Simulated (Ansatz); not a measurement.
CoSi (rocksalt type), DFT, PBE, all-electron LAPW, scalar-relativistic (Ansatz 0.2.0), on 1 thread of Intel(R) Xeon(R) Platinum 8488C (Sapphire Rapids) (shared host).

Command: `ansatz run input.yaml --threads 1 --pin off --max-ram 3584MiB --backend cpu --events-out ev --progress --plain --runs-dir out`

```yaml
crystal:
  lattice:
    - [0.0, 2.1471279612, 2.1471279612]
    - [2.1471279612, 0.0, 2.1471279612]
    - [2.1471279612, 2.1471279612, 0.0]
  atoms:
    - { symbol: Co, position: [0.0, 0.0, 0.0] }
    - { symbol: Si, position: [0.5, 0.5, 0.5] }
kpoints:
  mp_grid: { grid: [16, 16, 16] }
scf:
  occupations: { method: fermi_dirac, width: 0.08 }
hamiltonian:
  xc: pbe
  pseudopotentials: { kind: all_electron, lapw: { basis_error: 0.0005 } }
output:
  forces: true
  stress: true
  eigenvalues: true
relax:
  f_tol: 0.005
  max_steps: 12
  cell: { p_target: 68.0, stress_tol: 0.034 }
```

Q: How large is the problem that the program sets up?

A: 145 irreducible k-points, 387 plane waves at Γ, 19 bands.

Q: About how long does it take, and how much memory?

A: 30 s of wall time for 9 SCF iterations over 1 geometries, with a peak of 0.62 GiB. Times on shared machines scatter by tens of per cent.
